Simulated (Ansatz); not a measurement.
Runs of Ansatz 0.2.0 on HfB2. Symmetry: P6/mmm, No. 191, hexagonal system. The conventional cell has a = 3.140 Å, b = 3.140 Å, c = 3.480 Å, α = 90.00°, β = 90.00°, γ = 120.00°. Hf (site symmetry 6/mmm) has 12 B at 2.51 Å as nearest neighbours. B (site symmetry -6m2) is surrounded by 3 B at 1.81 Å. 

```csv
level,U,hubbard projectors,double counting,gap on the mesh (eV),pressure (GPa)
LDA,-,-,-,none,-10.1
LDA+U,Hf d U = 6 eV,ortho-atomic (the default),fll (the default),none,-3.9
LDA+U,Hf d U = 5 eV,ortho-atomic (the default),fll (the default),none,(a)
LDA+U,Hf d U = 4 eV,ortho-atomic (the default),fll (the default),none,(b)
LDA+U,Hf d U = 3 eV,ortho-atomic (the default),fll (the default),none,-7.3
```

Alike in all rows: task single point; potentials or basis Ansatz PAW; no spin polarisation; cell as given; k mesh 10 × 10 × 8; cutoff (eV) 420; smearing fermi-dirac 0.05 eV.

Problem. Estimate the missing entries.

Solution. (a) -5.1; (b) -6.2.

Caveats: the PAW data sets come from PBE, with cores solved anew for the run's functional, which leaves a small shift of forces and pressure; U without spin polarisation on a metal has little footing (some runs); the U is typed as a test and isn't derived for this compound (some runs).

A k mesh can miss the band edges, and the runs leave out spin-orbit coupling on Hf.

A gap of «none» marks a metal or a gap under the smearing width.

Runs at the PBE level aren't shown here.
